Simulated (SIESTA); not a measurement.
Here is a SIESTA 5.4.2 calculation.

File SnO2.fdf:

```
SystemName                      SnO2
SystemLabel                     SnO2
NumberOfSpecies                 2
NumberOfAtoms                   6
%block ChemicalSpeciesLabel
  1  50 Sn
  2   8 O
%endblock ChemicalSpeciesLabel

LatticeConstant                 1.0 Ang
%block LatticeVectors
     4.7880040000     0.0000000000     0.0000000000
     0.0000000000     4.8665820000     0.0000000000
     0.0000000000     0.0000000000     3.2408980000
%endblock LatticeVectors
AtomicCoordinatesFormat         Fractional
%block AtomicCoordinatesAndAtomicSpecies
    -0.0015780000    -0.0003530000    -0.0089580000  1  Sn
     0.5046400000     0.5074660000     0.4955930000  1  Sn
     0.7005100000     0.6738550000    -0.0075490000  2  O
     0.2030960000     0.8186260000     0.4919440000  2  O
     0.7901310000     0.1781090000     0.4894110000  2  O
     0.2906530000     0.3197150000    -0.0076270000  2  O
%endblock AtomicCoordinatesAndAtomicSpecies

%block kgrid.MonkhorstPack
    6   0   0  0.0
    0   6   0  0.0
    0   0   8  0.0
%endblock kgrid.MonkhorstPack
XC.Functional                   GGA
XC.Authors                      PBE
PAO.BasisSize                   DZP
PAO.EnergyShift                 0.003 Ry
Mesh.Cutoff                     800 Ry
OccupationFunction              FD
ElectronicTemperature           0.05 eV
MaxSCFIterations                120
SCF.MustConverge                false
SCF.Mixer.Method                Pulay
SCF.Mixer.Weight                0.25
SCF.Mixer.History               8
SCF.DM.Tolerance                5.0e-05
SCF.H.Tolerance                 1.0e-03 eV
WriteForces                     true
Charge.Mulliken                 end
%block PAO.Basis
  Sn 4
  n=5 0 2
    6.432 0.000
  n=5 1 2
    8.686 0.000
  n=4 2 2
    3.759 0.000
  n=5 2 1
    8.686
%endblock PAO.Basis
```

Potentials or basis: PseudoDojo 0.4 standard (PBE files), DZP (energy shift 0.003 Ry; two zetas on semicore shells).

The run is started by

```console
$ siesta SnO2.fdf > SnO2.out 2>&1
```

(1) Predict the pressure.

(2) What does it give for the band gap on the k mesh?

(3) What does it give for the largest force?

Answers

(1) 5.7 GPa.

(2) 0.57 eV, direct.

(3) 1.539 eV/Å.

Caveat: spin-orbit coupling is left out, which moves the levels of the heavy elements; the basis of atomic orbitals isn't converged, which shifts pressures, moduli and gaps.
